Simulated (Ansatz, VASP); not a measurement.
## Os: VASP beside Ansatz

The input INCAR:

```
SYSTEM = Os
ALGO = Fast ; DIPOL = 0.5 0.5 0.500
EDIFF = 1E-7 ; ENCUT = 520
GGA = PS ; IDIPOL = 3
ISIF = 2 ; ISMEAR = 0
LASPH = .True. ; LCHARG = .True.
LDIPOL = .True. ; LELF = .True.
LREAL = .False. ; LVACPOTAV = .True.
LVHAR = .True. ; LWAVE = .False.
NBANDS = 28 ; NELM = 100
PREC = Accurate ; SIGMA = 0.1
```

Contents of KPOINTS:

```
k-points
0
Gamma
  7 7 1
  0 0 0
```

The input POSCAR:

```
Os
1.0
    2.7506450000      0.0000000000      0.0000000000
    1.3753225000      2.3821284468      0.0000000000
    0.0000000000      0.0000000000     22.9835689514
Os
5
Direct
    0.0000000000      0.0000000000      0.3045654056
    0.6666666667      0.6666666667      0.4022827028
    0.3333333333      0.3333333333      0.5000000000
    0.0000000000      0.0000000000      0.5977172972
    0.6666666667      0.6666666667      0.6954345944
```

Input for Ansatz:

```yaml
crystal:
  lattice:
    - [2.7506449999999996, 0.0, 0.0]
    - [1.3753224999999998, 2.3821284467926467, 0.0]
    - [0.0, 0.0, 22.98356895138378]
  atoms:
    - { symbol: Os, position: [0.0, 0.0, 0.30456540560810286] }
    - { symbol: Os, position: [0.6666666666666669, 0.6666666666666667, 0.40228270280405143] }
    - { symbol: Os, position: [0.3333333333333335, 0.33333333333333337, 0.5] }
    - { symbol: Os, position: [0.0, 0.0, 0.5977172971959487] }
    - { symbol: Os, position: [0.666666666666667, 0.6666666666666667, 0.6954345943918971] }
basis:
  ecutwfc: 435.382179935808
kpoints:
  mp_grid:
    grid: [7, 7, 1]
hamiltonian:
  xc: pbesol
efield:
  axis: 3
  dipole_correction: true
scf:
  max_iter: 150
  convergence:
    dr2_threshold: 1.0e-07
  lower_state_search: standard
  mixing:
    algorithm: anderson
  occupations:
    method: gaussian
output:
  write_potential: true
  forces: true
```

The slab is cut from a database's or a generator's crystal, which needn't be the stable form of the element.

Alike in both runs: task single point; functional PBEsol; k mesh 7 × 7 × 1; no spin polarisation.

|  | VASP | Ansatz |
| --- | --- | --- |
| version | VASP 6.6.1 | Ansatz 0.2.0 |
| potentials or method | VASP PAW PBE potentials, release 64 (Os) | plane waves, PAW |
| plane-wave cutoff (eV) | 520 | 435 |
| occupations | gaussian, width 0.1 eV | gaussian |
| valence electrons in the cell | 40 | 80 |

|  | VASP | Ansatz | Ansatz less VASP |
| --- | --- | --- | --- |
| gap on the k mesh at the Fermi level (eV) | none | none | - |
| rms of the force components (eV/Å) | 0.732 | 0.728 | -0.0043 |

Atom by atom the forces differ by 0.005 eV/Å (rms over components). A gap of «none» marks a metal or a gap that the smearing closes. The two sets of potentials don't hold the same shells in valence. Ansatz warned: «xc_potential_rough_in_thin_density».

Caveats: the k mesh is coarse (spacing up to 0.38 Å⁻¹), so the values aren't converged; the PAW data sets were made with another functional, which shifts forces and pressure a little (VASP). The runs have no spin-orbit coupling, so splittings on Os are missing.
